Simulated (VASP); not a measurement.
MgO2:

```
CELL_PARAMETERS angstrom
1.60476 0.92651 3.49398
-1.60476 0.92651 3.49398
0.00000 -1.85302 3.49398
ATOMIC_POSITIONS crystal
Mg 0.00000 0.00000 0.00000
O 0.57121 0.57121 0.57121
O 0.42879 0.42879 0.42879
```

The cell comes from a database or a generator and needn't be the stable form of this composition.

- Program: VASP 6.6.1
- Task: relaxation of cell and atoms
- Functional: PBEsol
- Potentials or basis: VASP PAW PBE potentials, release 64 (Mg, O)
- Cutoff: 600 eV
- k mesh: 8 × 8 × 8
- Occupations: gaussian, width 0.02 eV
- Spin: no spin polarisation

At the start: pressure -5.2 GPa; volume 10.39 Å³/atom.

**Question.** Where does the relaxation end?

**Answer.** Over 8 steps the energy falls by 6.9 meV/atom and the volume is 9.96 Å³/atom (-4.1 %); space group R-3m (No. 166, to 0.05 Å).

The path:
| step | energy change (eV) | largest force (eV/Å) | pressure (GPa) | volume (Å³) |
| --- | --- | --- | --- | --- |
| 1 | 0.0000 | 0.1349 | -5.18 | 31.17 |
| 2 | -0.0107 | 0.6458 | 2.13 | 29.68 |
| 3 | -0.0168 | 0.3301 | -0.80 | 30.22 |
| 4 | -0.0150 | 0.4649 | 1.12 | 29.57 |
| 5 | -0.0205 | 0.0340 | -0.01 | 29.93 |
| 6 | -0.0205 | 0.0417 | 0.02 | 29.92 |
| 7 | -0.0207 | 0.0229 | 0.04 | 29.91 |
| 8 | -0.0207 | 0.0048 | 0.07 | 29.89 |

Final structure:
```
Mg O
1.0
     1.58002    0.91222    3.45631
    -1.58002    0.91222    3.45631
     0.00000   -1.82445    3.45631
Mg O
1 2
Direct
  0.00000 0.00000 0.00000
  0.57116 0.57116 0.57116
  0.42884 0.42884 0.42884
```

Caveat: the PAW data sets were made with another functional, which shifts forces and pressure a little.
